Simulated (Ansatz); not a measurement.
# Ru (omega (AlB2-type)): energy against volume

All numbers below come from DFT, revPBE, plane waves (420 eV) with PAW, scalar-relativistic in Ansatz 0.2.0. (PAW data from PBE, frozen cores regenerated.)

The cell is scaled uniformly from the relaxed one, with fractional coordinates and shape fixed. Energies are extrapolated to zero smearing, pressures are those at the given smearing. Magnetic state: spin not included.

A Birch-Murnaghan fit gives V₀ = 14.25 Å³/atom, B₀ = 282 GPa, B₀′ = 4.9.

Problem. What are the energy above the minimum and the pressure at 13.130 Å³/atom?

Solution. 91.6 meV/atom and 28.64 GPa as computed.

Problem. What are the energy above the minimum and the pressure at 15.413 Å³/atom?

Solution. 71.4 meV/atom and -17.87 GPa as computed.

Problem. What are the energy above the minimum and the pressure at 15.984 Å³/atom?

Solution. 147.9 meV/atom and -24.02 GPa as computed.
